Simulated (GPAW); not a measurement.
Input of a GPAW 26.7.0 run:

The input run.py:

```python
import numpy as np
import spglib
from ase import Atoms
from ase.dft.bandgap import bandgap
from ase.io import read, write
from gpaw import GPAW, PW
from gpaw.spinorbit import soc_eigenstates

atoms = read('CdTe.cif')
cell, positions, numbers = spglib.find_primitive(
    (atoms.cell[:], atoms.get_scaled_positions(), atoms.numbers), symprec=1e-4)
atoms = Atoms(numbers, cell=cell, scaled_positions=positions, pbc=True)

calc = GPAW(mode=PW(600),
            xc={'name': 'BEEF-vdW', 'backend': 'libvdwxc'},
            kpts={'size': (6, 6, 6), 'gamma': True},
            occupations={'name': 'fermi-dirac', 'width': 0.05},
            nbands=18,
            convergence={'density': 1e-05, 'energy': 1e-05},
            maxiter=150,
            txt='gpaw.txt')
atoms.calc = calc
energy = atoms.get_potential_energy()
forces = atoms.get_forces()
calc.write('gs.gpw')
write('result.traj', atoms)
print(f'Energy: {energy:.6f} eV')
print('Forces (eV/A):')
print(forces.round(4))
print('Fermi level:', round(calc.get_fermi_level(), 4), 'eV')
print(f'Gap: {bandgap(calc)[0]:.4f} eV, direct: {bandgap(calc, direct=True)[0]:.4f} eV')

path = atoms.cell.bandpath('GXWKGLUWLK,UX', npoints=60, eps=1e-4)
bs_calc = calc.fixed_density(kpts=path, symmetry='off', nbands=31,
                             convergence={'bands': 'CBM+6.0', 'eigenstates': 1e-6}, txt='bands.txt')
bs = bs_calc.band_structure()
bs.write('bs.json')
print(f'Gap on the path: {bandgap(bs_calc)[0]:.4f} eV')

soc = soc_eigenstates(bs_calc, theta=0, phi=0)
np.savetxt('soc_bands.dat', soc.eigenvalues(), fmt='%.4f')
mesh = soc_eigenstates('gs.gpw', theta=0, phi=0)
np.savetxt('soc_mesh.dat', mesh.eigenvalues(), fmt='%.4f')
print('Fermi level with spin-orbit coupling:', round(mesh.fermi_level, 4), 'eV')
```

File CdTe.cif:

```cif
data_CdTe
_cell_length_a 6.41000000
_cell_length_b 6.41000000
_cell_length_c 6.41000000
_cell_angle_alpha 90.00000000
_cell_angle_beta 90.00000000
_cell_angle_gamma 90.00000000
_space_group_name_H-M_alt 'F-43m'
_space_group_name_Hall 'F -4 2 3'
_space_group_IT_number 216
loop_
_space_group_symop_operation_xyz
'x,y,z'
'y,-x,-z'
'-x,-y,z'
'-y,x,-z'
'x,-y,-z'
'y,x,z'
'-x,y,-z'
'-y,-x,z'
'z,x,y'
'-z,y,-x'
'z,-x,-y'
'-z,-y,x'
'-z,x,-y'
'z,y,x'
'-z,-x,y'
'z,-y,-x'
'y,z,x'
'-x,-z,y'
'-y,z,-x'
'x,-z,-y'
'-y,-z,x'
'x,z,y'
'y,-z,-x'
'-x,z,-y'
'x,y+1/2,z+1/2'
'y,-x+1/2,-z+1/2'
'-x,-y+1/2,z+1/2'
'-y,x+1/2,-z+1/2'
'x,-y+1/2,-z+1/2'
'y,x+1/2,z+1/2'
'-x,y+1/2,-z+1/2'
'-y,-x+1/2,z+1/2'
'z,x+1/2,y+1/2'
'-z,y+1/2,-x+1/2'
'z,-x+1/2,-y+1/2'
'-z,-y+1/2,x+1/2'
'-z,x+1/2,-y+1/2'
'z,y+1/2,x+1/2'
'-z,-x+1/2,y+1/2'
'z,-y+1/2,-x+1/2'
'y,z+1/2,x+1/2'
'-x,-z+1/2,y+1/2'
'-y,z+1/2,-x+1/2'
'x,-z+1/2,-y+1/2'
'-y,-z+1/2,x+1/2'
'x,z+1/2,y+1/2'
'y,-z+1/2,-x+1/2'
'-x,z+1/2,-y+1/2'
'x+1/2,y,z+1/2'
'y+1/2,-x,-z+1/2'
'-x+1/2,-y,z+1/2'
'-y+1/2,x,-z+1/2'
'x+1/2,-y,-z+1/2'
'y+1/2,x,z+1/2'
'-x+1/2,y,-z+1/2'
'-y+1/2,-x,z+1/2'
'z+1/2,x,y+1/2'
'-z+1/2,y,-x+1/2'
'z+1/2,-x,-y+1/2'
'-z+1/2,-y,x+1/2'
'-z+1/2,x,-y+1/2'
'z+1/2,y,x+1/2'
'-z+1/2,-x,y+1/2'
'z+1/2,-y,-x+1/2'
'y+1/2,z,x+1/2'
'-x+1/2,-z,y+1/2'
'-y+1/2,z,-x+1/2'
'x+1/2,-z,-y+1/2'
'-y+1/2,-z,x+1/2'
'x+1/2,z,y+1/2'
'y+1/2,-z,-x+1/2'
'-x+1/2,z,-y+1/2'
'x+1/2,y+1/2,z'
'y+1/2,-x+1/2,-z'
'-x+1/2,-y+1/2,z'
'-y+1/2,x+1/2,-z'
'x+1/2,-y+1/2,-z'
'y+1/2,x+1/2,z'
'-x+1/2,y+1/2,-z'
'-y+1/2,-x+1/2,z'
'z+1/2,x+1/2,y'
'-z+1/2,y+1/2,-x'
'z+1/2,-x+1/2,-y'
'-z+1/2,-y+1/2,x'
'-z+1/2,x+1/2,-y'
'z+1/2,y+1/2,x'
'-z+1/2,-x+1/2,y'
'z+1/2,-y+1/2,-x'
'y+1/2,z+1/2,x'
'-x+1/2,-z+1/2,y'
'-y+1/2,z+1/2,-x'
'x+1/2,-z+1/2,-y'
'-y+1/2,-z+1/2,x'
'x+1/2,z+1/2,y'
'y+1/2,-z+1/2,-x'
'-x+1/2,z+1/2,-y'
loop_
_atom_site_label
_atom_site_type_symbol
_atom_site_symmetry_multiplicity
_atom_site_Wyckoff_symbol
_atom_site_fract_x
_atom_site_fract_y
_atom_site_fract_z
_atom_site_occupancy
Te1 Te 4 c 0.2500000000 0.2500000000 0.2500000000 1
Cd1 Cd 4 a 0.0000000000 0.0000000000 0.0000000000 1
```

Potentials or basis: GPAW PAW data sets (gpaw-data 1.2.1), pw.

The run is started by

```bash
$ OMP_NUM_THREADS=1 python run.py
```

Predict the band gap along the path.

0.67 eV, direct.

What does it give for the band gap on the k mesh?

0.67 eV, direct.

Levels at the corners of the path, in eV from the valence-band top:
| point | band 15 | band 16 | band 17 | band 18 | band 19 | band 20 | band 21 | band 22 |
| --- | --- | --- | --- | --- | --- | --- | --- | --- |
| Γ | 0.00 | 0.00 | 0.00 | 0.00 | 0.67 | 0.67 | 4.10 | 4.10 |
| X | -2.45 | -2.45 | -2.07 | -2.07 | 2.28 | 2.28 | 2.44 | 2.44 |
| W | -3.07 | -2.56 | -2.55 | -2.52 | 3.85 | 4.31 | 4.38 | 4.46 |
| K | -3.18 | -2.85 | -1.92 | -1.88 | 2.62 | 2.65 | 4.19 | 4.41 |
| Γ | 0.00 | 0.00 | 0.00 | 0.00 | 0.67 | 0.67 | 4.10 | 4.10 |
| L | -1.43 | -1.43 | -0.83 | -0.83 | 1.64 | 1.64 | 4.85 | 4.85 |
| U | -3.18 | -2.85 | -1.92 | -1.88 | 2.62 | 2.65 | 4.19 | 4.41 |
| W | -3.07 | -2.56 | -2.55 | -2.52 | 3.85 | 4.31 | 4.38 | 4.46 |
| L | -1.43 | -1.43 | -0.83 | -0.83 | 1.64 | 1.64 | 4.85 | 4.85 |
| K | -3.18 | -2.85 | -1.92 | -1.88 | 2.62 | 2.65 | 4.19 | 4.41 |
| U | -3.18 | -2.85 | -1.92 | -1.88 | 2.62 | 2.65 | 4.19 | 4.41 |
| X | -2.45 | -2.45 | -2.07 | -2.07 | 2.28 | 2.28 | 2.44 | 2.44 |

Caveat: spin-orbit coupling was added after a scalar SCF, so levels and gaps hold it while energy, forces, pressure and moments don't; this program's spin-orbit splittings come out too wide for heavy elements; the PAW data sets were made with another functional, which shifts forces and pressure a little.

**The experiment to reproduce.**

From a printed reference work, data compilation, for a bulk crystal of CdTe at 0 K: band gap 1.607 eV.

A measured gap of CdTe is 1.607 eV (0 K; a printed reference work, data compilation); the calculated 0.67 eV misses it by -0.94 eV. The value is that of BEEF-vdW, without temperature or zero-point motion.
